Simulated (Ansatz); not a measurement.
## Li: equation of state with PBE0

Li:

```
Li
1.0
    -1.75465    1.75465    1.75465
     1.75465   -1.75465    1.75465
     1.75465    1.75465   -1.75465
Li
1
Direct
  0.00000 0.00000 0.00000
```

* Program: Ansatz 0.2.0
* Task: equation of state
* Functional: PBE0
* Potentials or basis: Ansatz PAW
* Cutoff: 420 eV
* Density cutoff: 1680 eV
* k mesh: 6 × 6 × 6
* Occupations: fermi-dirac, width 0.05 eV
* Spin: no spin polarisation

```json
{
 "Equilibrium volume": "21.08 Å³/atom",
 "Bulk modulus": "13.0 GPa",
 "Pressure derivative of the bulk modulus": "3.3"
}
```

Energy against volume, from the lowest point:
```tsv
volume (Å³/atom)	energy (meV/atom)
20.312	1.16
20.744	0.20
21.177	0.00
21.609	0.51
22.041	1.66
22.473	3.40
22.905	5.68
```

All runs of the series together: 20 s on 2 threads of Intel(R) Xeon(R) CPU @ 2.80GHz (Skylake/Cascade Lake) (shared host).

Caveat: the k mesh is coarse (spacing up to 0.42 Å⁻¹), so the values aren't converged, least of all with exact exchange; the PAW data sets were made with another functional, which shifts forces and pressure a little.
